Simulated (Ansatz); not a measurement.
Relaxed bulk InSe:

```cif
data_structure
_symmetry_space_group_name_H-M 'P 1'
_symmetry_Int_Tables_number 1
_cell_length_a 4.0896
_cell_length_b 4.0896
_cell_length_c 18.4030
_cell_angle_alpha 90.000
_cell_angle_beta 90.000
_cell_angle_gamma 120.000
_cell_volume 266.56
loop_
_atom_site_label
_atom_site_type_symbol
_atom_site_fract_x
_atom_site_fract_y
_atom_site_fract_z
_atom_site_occupancy
In1 In 0.33333 0.66667 0.17323 1
In2 In 0.66667 0.33333 0.67323 1
In3 In 0.33333 0.66667 0.32677 1
In4 In 0.66667 0.33333 0.82677 1
Se1 Se 0.33333 0.66667 0.60417 1
Se2 Se 0.66667 0.33333 0.10417 1
Se3 Se 0.33333 0.66667 0.89583 1
Se4 Se 0.66667 0.33333 0.39583 1
```

Miller indices refer to the conventional cell of P6_3/mmc (No. 194), a = 4.090 Å, b = 4.090 Å, c = 18.403 Å, α = 90.00°, β = 90.00°, γ = 120.00°. The bulk's gap is 0.70 eV.

The (001) slab of 12 planes, 23.8 Å thick with 15 Å of vacuum as cut; outer planes Se (top) and Se (bottom).

The calculation used DFT PBE, scalar-relativistic, plane waves, PAW in Ansatz. Settings: cutoff 420 eV, Γ-centred mesh 9×9×1 on the computed 12-atom cell, Gaussian smearing of 0.05 eV; no spin polarisation. The cell repeats along c with a dipole correction in the vacuum.

The surface energy is small: either the cut is weakly bound (this functional has no dispersion correction), or the bulk reference is not the lowest structure.

Results for the relaxed slab:

```yaml
Surface_energy_mean_of_both_faces: 0.01 J/m²
Gap_of_the_slab_on_the_mesh: 0.95 eV
```

Relaxation lowers the energy by 0.000 J/m² a face; the largest move is 0.000 Å.

```
plane (bottom to top) atoms spacing to next, bulk (Å) relaxed (Å) change (%)
                    1     Se                      1.271        1.271         0.0
                    2     In                      2.825        2.825         0.0
                    3     In                      1.271        1.271         0.0
                    4     Se                      3.834        3.834         0.0
                    5     Se                      1.271        1.271         0.0
                    6     In                      2.825        2.825         0.0
                    7     In                      1.271        1.271         0.0
                    8     Se                      3.834        3.834         0.0
                    9     Se                      1.271        1.271         0.0
                   10     In                      2.825        2.825         0.0
                   11     In                      1.271        1.271         0.0
                   12     Se
```

An odd mesh misses points on the zone edge, so a gap read on it can be too wide. Gaps are read on the k points sampled, so a band crossing between them can be missed.